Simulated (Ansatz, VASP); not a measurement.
## TiTe2 (k07) in VASP and in Ansatz

```
CELL_PARAMETERS angstrom
3.69725 0.00000 0.00000
-1.84863 3.20192 0.00000
0.00000 0.00000 6.38401
ATOMIC_POSITIONS crystal
Ti 0.00000 0.00000 0.00000
Te 0.66667 0.33333 0.27108
Te 0.33333 0.66667 0.72892
```

Alike in both runs: functional PBE; dispersion D3(BJ); k mesh 18 × 18 × 10; occupations gaussian, width 0.1 eV; no spin polarisation.

Ansatz relaxed the structure, and its values are those at the end. VASP's run is a single point on that final structure, the one shown.

```csv
,VASP,Ansatz
version,VASP 6.6.1,Ansatz 0.2.0
potentials or method,"VASP PAW PBE potentials, release 64 (Ti_sv, Te)","scalar-relativistic, plane waves, PAW"
plane-wave cutoff (eV),520,420
valence electrons in the cell,24,44
```

|  | VASP | Ansatz | Ansatz less VASP |
| --- | --- | --- | --- |
| gap on the k mesh at the Fermi level (eV) | none | none | - |
| pressure (GPa) | 0.0 | 0.0 | +0.03 |
| rms of the force components (eV/Å) | 0.005 | 0.000 | -0.0049 |

A gap of «none» marks a metal or a gap that the smearing closes. The two sets of potentials don't hold the same shells in valence.

The runs have no spin-orbit coupling, so splittings on Te are missing.
